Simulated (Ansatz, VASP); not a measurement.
# Two plane-wave programs on Ti

```
CELL_PARAMETERS angstrom
-1.60518 1.60518 1.60518
1.60518 -1.60518 1.60518
1.60518 1.60518 -1.60518
ATOMIC_POSITIONS crystal
Ti 0.00000 0.00000 0.00000
```

Alike in both runs: functional PBEsol; k mesh 18 × 18 × 18; occupations gaussian, width 0.1 eV; no spin polarisation.

Ansatz relaxed the structure, and its values are those at the end. VASP's run is a single point on that final structure, the one shown.

|  | VASP | Ansatz |
| --- | --- | --- |
| version | VASP 6.6.1 | Ansatz 0.2.0 |
| potentials or method | VASP PAW PBE potentials, release 64 (Ti_sv) | scalar-relativistic, plane waves, PAW |
| plane-wave cutoff (eV) | 520 | 420 |
| valence electrons in the cell | 12 | 12 |

Ansatz gave:

* gap on the k mesh at the Fermi level (eV): none
* pressure (GPa): 0.0

Problem. Estimate VASP's values.

Solution. gap on the k mesh at the Fermi level (eV): none; pressure (GPa): -0.3.

A gap of «none» marks a metal or a gap that the smearing closes.

Caveats: the PAW data sets were made with another functional, which shifts forces and pressure a little (VASP).
